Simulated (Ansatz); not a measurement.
# interstitial O in Al: hop to the nearest equivalent void, part 2 of 2

How high is the barrier for the hop to the nearest equivalent void? Relax the two ends, then run a nudged elastic band between them. The host cell (fcc) has 32 atoms; the extra atom is the last.

Ansatz 0.2.0; DFT LDA, plane waves, PAW, scalar-relativistic, no spin polarisation. The steps go on from the part before.

**6. The band**

crystal.atoms is end A as relaxed above, and neb.final_atoms is end B. With 5 inner images the band has 7 in all.

input.yaml

```yaml
crystal:
  lattice:
    - [8.1, 0.0, 0.0]
    - [0.0, 8.1, 0.0]
    - [0.0, 0.0, 8.1]
  atoms:
    - { symbol: Al, position: [0.49942201, -0.00094212, 0.00276937] }
    - { symbol: Al, position: [0.75129647, 0.25092547, 0.00270057] }
    - { symbol: Al, position: [0.75122561, -0.0009129, 0.24673449] }
    - { symbol: Al, position: [0.00339219, 0.0001136, 0.00283057] }
    - { symbol: Al, position: [0.24719257, 0.2498435, 0.00289767] }
    - { symbol: Al, position: [0.50040945, 0.50304097, 0.0028442] }
    - { symbol: Al, position: [0.75014646, 0.74683021, 0.00289976] }
    - { symbol: Al, position: [0.24724664, 0.00010175, 0.24668882] }
    - { symbol: Al, position: [0.49947399, 0.25083031, 0.24665396] }
    - { symbol: Al, position: [0.7501196, 0.50305539, 0.24668409] }
    - { symbol: Al, position: [0.49067482, -0.00954583, 0.49039353] }
    - { symbol: Al, position: [0.75984046, 0.25966902, 0.49017881] }
    - { symbol: Al, position: [0.75969662, -0.00962863, 0.75945628] }
    - { symbol: Al, position: [0.00180907, 0.5014487, 0.00128374] }
    - { symbol: Al, position: [0.24882964, 0.74850978, 0.00124629] }
    - { symbol: Al, position: [0.00334309, 0.24980803, 0.24675174] }
    - { symbol: Al, position: [0.24880201, 0.50143876, 0.24829807] }
    - { symbol: Al, position: [0.50041349, 0.74695502, 0.24674486] }
    - { symbol: Al, position: [0.00339004, -0.00088826, 0.49889372] }
    - { symbol: Al, position: [0.24741815, 0.25093043, 0.49879573] }
    - { symbol: Al, position: [0.49943145, 0.50303705, 0.49885141] }
    - { symbol: Al, position: [0.75126525, 0.74703342, 0.4988281] }
    - { symbol: Al, position: [0.24737019, -0.00096287, 0.75069198] }
    - { symbol: Al, position: [0.49079412, 0.2593534, 0.75925182] }
    - { symbol: Al, position: [0.75126307, 0.50301471, 0.75067449] }
    - { symbol: Al, position: [0.00181104, 0.74848207, 0.24829047] }
    - { symbol: Al, position: [0.00338692, 0.50303635, 0.49996153] }
    - { symbol: Al, position: [0.24720392, 0.74684258, 0.49992277] }
    - { symbol: Al, position: [0.00344555, 0.25082614, 0.75061262] }
    - { symbol: Al, position: [0.24722743, 0.5030586, 0.74966886] }
    - { symbol: Al, position: [0.49946964, 0.74690389, 0.75062469] }
    - { symbol: Al, position: [0.00335306, 0.7469558, 0.74965558] }
    - { symbol: O, position: [0.62544365, 0.12504184, 0.62470565] }
basis:
  ecutwfc: 420.0
kpoints:
  mp_grid: { grid: [3, 3, 3] }
hamiltonian:
  xc: lda
scf:
  occupations: { method: fermi_dirac, width: 0.05 }
  lower_state_search: "off"
neb:
  images: 5
  f_tol: 0.05
  initial_path: idpp
  max_iterations: 73
  final_atoms:
    - { symbol: Al, position: [0.49921482, -0.00103322, -0.00277036] }
    - { symbol: Al, position: [0.75108088, 0.2508319, -0.00276104] }
    - { symbol: Al, position: [0.7596083, -0.00959169, 0.24059304] }
    - { symbol: Al, position: [0.00323575, 4.164e-05, -0.0028778] }
    - { symbol: Al, position: [0.24703113, 0.24979302, -0.00289356] }
    - { symbol: Al, position: [0.50024336, 0.503002, -0.00288694] }
    - { symbol: Al, position: [0.74999542, 0.74679694, -0.00288535] }
    - { symbol: Al, position: [0.24711496, -0.00101893, 0.24930789] }
    - { symbol: Al, position: [0.49067419, 0.25934833, 0.24071625] }
    - { symbol: Al, position: [0.75106009, 0.50293634, 0.24931016] }
    - { symbol: Al, position: [0.49049257, -0.00964446, 0.50968461] }
    - { symbol: Al, position: [0.75968348, 0.25955393, 0.50970748] }
    - { symbol: Al, position: [0.75102615, -0.00098282, 0.75326772] }
    - { symbol: Al, position: [0.00161229, 0.50138281, -0.00128682] }
    - { symbol: Al, position: [0.24865519, 0.74842886, -0.00128168] }
    - { symbol: Al, position: [0.00323723, 0.25076633, 0.2493546] }
    - { symbol: Al, position: [0.24705105, 0.5029888, 0.250312] }
    - { symbol: Al, position: [0.4992744, 0.74681132, 0.24935313] }
    - { symbol: Al, position: [0.00316304, -0.00100047, 0.5011252] }
    - { symbol: Al, position: [0.24714276, 0.25082771, 0.50115827] }
    - { symbol: Al, position: [0.49922128, 0.5029179, 0.5011518] }
    - { symbol: Al, position: [0.75105183, 0.74689426, 0.5011332] }
    - { symbol: Al, position: [0.24705855, 5.268e-05, 0.75329974] }
    - { symbol: Al, position: [0.49927962, 0.25076256, 0.75332473] }
    - { symbol: Al, position: [0.74997821, 0.50298192, 0.75329914] }
    - { symbol: Al, position: [0.00318276, 0.74685922, 0.25032779] }
    - { symbol: Al, position: [0.00323871, 0.50299851, 0.50004784] }
    - { symbol: Al, position: [0.24703413, 0.74679329, 0.50005399] }
    - { symbol: Al, position: [0.00317594, 0.24976103, 0.75325541] }
    - { symbol: Al, position: [0.24864103, 0.5013918, 0.75169457] }
    - { symbol: Al, position: [0.50026942, 0.74686302, 0.75325854] }
    - { symbol: Al, position: [0.00162594, 0.74841148, 0.75170224] }
    - { symbol: O, position: [0.62518533, 0.12488422, 0.37531889] }
  order_check: true
```

Run with:

```console
> ansatz run input.yaml --threads 4 --pin off --max-ram 10240MiB --backend cpu --events-out ev --progress --plain --runs-dir out
```

The log of the run (excerpt; [...] marks lines left out):

```text
Warning: neb: disabling space-group detection — the band's intermediate images generally break the endpoint symmetry, so no spatial operation reduces the k-mesh or symmetrises the density, except that a semilocal band can use its path's symmetry ahead of convergence; time reversal is [...]
Warning: RAYON_NUM_THREADS=4 ignored (pool sized by the plan → 4); use --threads N
[...]
Pseudopotentials: kind: paw
Pseudopotential: Al, paw, valence charge 3, recommended cutoff 420 eV (normal), Al.paw.azcp
Pseudopotential: O, paw, valence charge 6, recommended cutoff 420 eV (normal), O.paw.azcp
Functional definition: SPW92
[...]
parallel-image band execution: 4 concurrent image workers
NEB image 0
Crystal: 33 atoms, lattice volume = 531.441 Å³
Basis set: ecut = 420 eV, 10395 PW (Γ)
Bands: 84, of which v1, the nominal top of the filled ones, is band 51 counted from 1 (50 counted from 0)
Symmetry: 1 space group operations
k-points: 14 of 27 (time reversal used)
[...]
NEB image 2
[...]
NEB image 3
[...]
NEB image 4
[...]
NEB image 5
[...]
NEB iter   1: max|band force component| = 1.176e0 eV/Å  barrier→ = 1.2677 eV  barrier← = 1.2677 eV  Δτ_max = 0.0625 Å  (49 SCF iters)
[...]
NEB iter   3: max|band force component| = 2.428e-1 eV/Å  barrier→ = 1.1450 eV  barrier← = 1.1450 eV  CI = image 3  Δτ_max = 0.0835 Å  (30 SCF iters)
[...]
NEB iter   5: max|band force component| = 3.683e-1 eV/Å  barrier→ = 1.0904 eV  barrier← = 1.0904 eV  CI = image 3  Δτ_max = 0.0417 Å  (32 SCF iters)
[...]
NEB iter   7: max|band force component| = 2.086e-1 eV/Å  barrier→ = 1.0171 eV  barrier← = 1.0171 eV  CI = image 3  Δτ_max = 0.0962 Å  (35 SCF iters)
[...]
NEB iter   8: max|band force component| = 1.018e-1 eV/Å  barrier→ = 0.9852 eV  barrier← = 0.9852 eV  CI = image 3  Δτ_max = 0.0292 Å  (33 SCF iters)
[...]
NEB iter   9: max|band force component| = 1.147e-1 eV/Å  barrier→ = 0.9799 eV  barrier← = 0.9799 eV  CI = image 3  Δτ_max = 0.0146 Å  (28 SCF iters)
NEB image 1
[...]
NEB image 2
[...]
NEB image 3
[...]
NEB image 4
NEB image 5
NEB image 1
NSCF: frozen V_eff on 14 k-points
NEB image 2
NSCF: frozen V_eff on 14 k-points
NEB image 4
NSCF: frozen V_eff on 14 k-points
NEB image 5
NSCF: frozen V_eff on 14 k-points
NEB image 3
NSCF: frozen V_eff on 14 k-points
```

**7. The output, continued: band between the two ends**

The log, continued (excerpt; [...] marks lines left out):

```text
[...]
NEB image 3, as the band closes
[...]
NEB point 1 about image 3
[...]
NEB point 2 about image 3
NEB point 3 about image 3
[...]
NEB point 4 about image 3
[...]
NEB point 5 about image 3
[...]
NEB point 6 about image 3
[...]
NEB point 7 about image 3
[...]
NEB point 8 about image 3
[...]
NEB point 9 about image 3
[...]
NEB point 10 about image 3
[...]
NEB point 11 about image 3
[...]
NEB point 12 about image 3
[...]
NEB point 13 about image 3
[...]
NEB point 14 about image 3
[...]
NEB point 15 about image 3
[...]
NEB point between images 0 and 1
[...]
NEB point between images 1 and 2
[...]
NEB point between images 2 and 3
[...]
NEB point between images 3 and 4
[...]
NEB point between images 4 and 5
[...]
NEB point between images 5 and 6
NEB point between images 1 and 2
[...]
NEB point between images 1 and 2
[...]
NEB point between images 2 and 3
[...]
    - { symbol: Al, position: [0.251532026678989, 0.003958747508495739, 0.7453128214867056] }
    - { symbol: Al, position: [0.49939785765243283, 0.25067831615357533, 0.7292009075257238] }
    - { symbol: Al, position: [0.7462420381143533, 0.49866941492454386, 0.7453544295822145] }
    - { symbol: Al, position: [0.004783813416401501, 0.7454206434475269, 0.2466369030210742] }
    - { symbol: Al, position: [0.003425782961025117, 0.5090281720762492, 0.49999388530002004] }
    - { symbol: Al, position: [0.24103108468973933, 0.7467808372955286, 0.499993894031991] }
    - { symbol: Al, position: [-7.6474565211573e-5, 0.24783104320954552, 0.762250216320975] }
    - { symbol: Al, position: [0.25090396317271313, 0.49926368496750584, 0.7527207467995012] }
    - { symbol: Al, position: [0.5023283976822188, 0.750265423222009, 0.7623473073905712] }
    - { symbol: Al, position: [0.004783782430601486, 0.745420509947119, 0.7533509643658339] }
    - { symbol: O, position: [0.5795183393415058, 0.17058445936416777, 0.49999570593137327] }
```

It took 18 min on 4 threads of AMD EPYC 7B13 (Zen 3), shared host; peak memory 4.2 GiB.

**8. What the band shows**

The 5 inner images lie between the fixed ends 0 and 6. Energy is taken from image 0, and the path length is the program's own coordinate along the band.

| image | path (Å) | energy (eV) | O33 x y z (Å) | band force (eV/Å) |
| --- | --- | --- | --- | --- |
| 0 | 0.000 | 0.0000 | 5.07 1.01 5.06 | - |
| 1 | 0.465 | 0.2842 | 4.95 1.12 4.79 | 0.009 |
| 2 | 0.930 | 0.7594 | 4.79 1.29 4.45 | 0.011 |
| 3* | 1.395 | 0.9784 | 4.69 1.38 4.05 | 0.025 |
| 4 | 1.860 | 0.7596 | 4.78 1.29 3.65 | 0.011 |
| 5 | 2.324 | 0.2845 | 4.95 1.12 3.31 | 0.009 |
| 6 | 2.789 | 0.0000 | 5.06 1.01 3.04 | - |

The star marks the climbing image.

image, energy (eV) and a bar:
```
        0      0.000 
        1      0.284 #########
        2      0.759 #######################
        3      0.978 ##############################
        4      0.760 #######################
        5      0.285 #########
        6      0.000
```

The top of the band by iteration:

| iteration | highest image above image 0 (eV) | largest band force (eV/Å) |
| --- | --- | --- |
| 1 | 1.2677 | 1.176 |
| 2 | 1.1798 | 0.952 |
| 3 | 1.1450 | 0.243 |
| 4 | 1.1154 | 0.289 |
| 5 | 1.0904 | 0.368 |
| 6 | 1.0648 | 0.323 |
| 7 | 1.0171 | 0.209 |
| 8 | 0.9852 | 0.102 |
| 9 | 0.9799 | 0.115 |
| 10 | 0.9784 | 0.025 |

Positions (Å) of images 0, 3, 6:

```xyz
33
Lattice="8.100 0.000 0.000 0.000 8.100 0.000 0.000 0.000 8.100" Properties=species:S:1:pos:R:3 pbc="T T T" image=0 dE=0.0000
Al    4.045   -0.008    0.022
Al    6.086    2.032    0.022
Al    6.085   -0.007    1.999
Al    0.027    0.001    0.023
Al    2.002    2.024    0.023
Al    4.053    4.075    0.023
Al    6.076    6.049    0.023
Al    2.003    0.001    1.998
Al    4.046    2.032    1.998
Al    6.076    4.075    1.998
Al    3.974   -0.077    3.972
Al    6.155    2.103    3.970
Al    6.154   -0.078    6.152
Al    0.015    4.062    0.010
Al    2.016    6.063    0.010
Al    0.027    2.023    1.999
Al    2.015    4.062    2.011
Al    4.053    6.050    1.999
Al    0.027   -0.007    4.041
Al    2.004    2.033    4.040
Al    4.045    4.075    4.041
Al    6.085    6.051    4.041
Al    2.004   -0.008    6.081
Al    3.975    2.101    6.150
Al    6.085    4.074    6.080
Al    0.015    6.063    2.011
Al    0.027    4.075    4.050
Al    2.002    6.049    4.049
Al    0.028    2.032    6.080
Al    2.003    4.075    6.072
Al    4.046    6.050    6.080
Al    0.027    6.050    6.072
O     5.066    1.013    5.060
33
Lattice="8.100 0.000 0.000 0.000 8.100 0.000 0.000 0.000 8.100" Properties=species:S:1:pos:R:3 pbc="T T T" image=3 dE=0.9784
Al    4.044    0.042    0.000
Al    6.034    2.032    0.000
Al    6.163   -0.086    1.867
Al    0.093   -0.022    0.000
Al    2.074    2.025    0.000
Al    4.051    4.002    0.000
Al    6.098    5.984    0.000
Al    2.037    0.032    2.063
Al    4.045    2.030    2.193
Al    6.045    4.039    2.063
Al    4.030   -0.319    4.050
Al    6.394    2.046    4.050
Al    6.163   -0.086    6.233
Al   -0.011    4.047    0.000
Al    2.029    6.088    0.000
Al   -0.001    2.007    1.926
Al    2.032    4.044    2.003
Al    4.069    6.077    1.925
Al   -0.006   -0.056    4.050
Al    1.836    2.085    4.050
Al    3.990    4.241    4.050
Al    6.133    6.082    4.050
Al    2.037    0.032    6.037
Al    4.045    2.030    5.907
Al    6.045    4.039    6.037
Al    0.039    6.038    1.998
Al    0.028    4.123    4.050
Al    1.952    6.049    4.050
Al   -0.001    2.007    6.174
Al    2.032    4.044    6.097
Al    4.069    6.077    6.175
Al    0.039    6.038    6.102
O     4.694    1.382    4.050
33
Lattice="8.100 0.000 0.000 0.000 8.100 0.000 0.000 0.000 8.100" Properties=species:S:1:pos:R:3 pbc="T T T" image=6 dE=0.0000
Al    4.044   -0.008   -0.022
Al    6.084    2.032   -0.022
Al    6.153   -0.078    1.949
Al    0.026    0.000   -0.023
Al    2.001    2.023   -0.023
Al    4.052    4.074   -0.023
Al    6.075    6.049   -0.023
Al    2.002   -0.008    2.019
Al    3.974    2.101    1.950
Al    6.084    4.074    2.019
Al    3.973   -0.078    4.128
Al    6.153    2.102    4.129
Al    6.083   -0.008    6.101
Al    0.013    4.061   -0.010
Al    2.014    6.062   -0.010
Al    0.026    2.031    2.020
Al    2.001    4.074    2.028
Al    4.044    6.049    2.020
Al    0.026   -0.008    4.059
Al    2.002    2.032    4.059
Al    4.044    4.074    4.059
Al    6.084    6.050    4.059
Al    2.001    0.000    6.102
Al    4.044    2.031    6.102
Al    6.075    4.074    6.102
Al    0.026    6.050    2.028
Al    0.026    4.074    4.050
Al    2.001    6.049    4.050
Al    0.026    2.023    6.101
Al    2.014    4.061    6.089
Al    4.052    6.050    6.101
Al    0.013    6.062    6.089
O     5.064    1.012    3.040
```

**9. What came out**

This closing draws on all 2 parts.

| quantity | value |
| --- | --- |
| end A | 3 moves, 0.818 eV lower |
| end B | 3 moves, 0.757 eV lower |
| barrier forwards | 0.98 eV |
| barrier backwards | 0.98 eV |
| second end relative to first | 0.000 eV |
| highest image | 3 of 0 to 6, climbing |
| band iterations | 10 |
| lowest curvatures at the top | -1.74 and 1.15 eV/Å² |

What this shows: The top lies 0.98 eV above the first end, or 38 kT at room temperature, which at an assumed attempt frequency of 10^13 s⁻¹ means a rate near 10^-3 s⁻¹. Both ends agree in energy to 1 meV. The program found one negative curvature at the climbing image, so it is a first-order saddle. The value is not shown to be converged in cell size (33 atoms) or k-mesh.
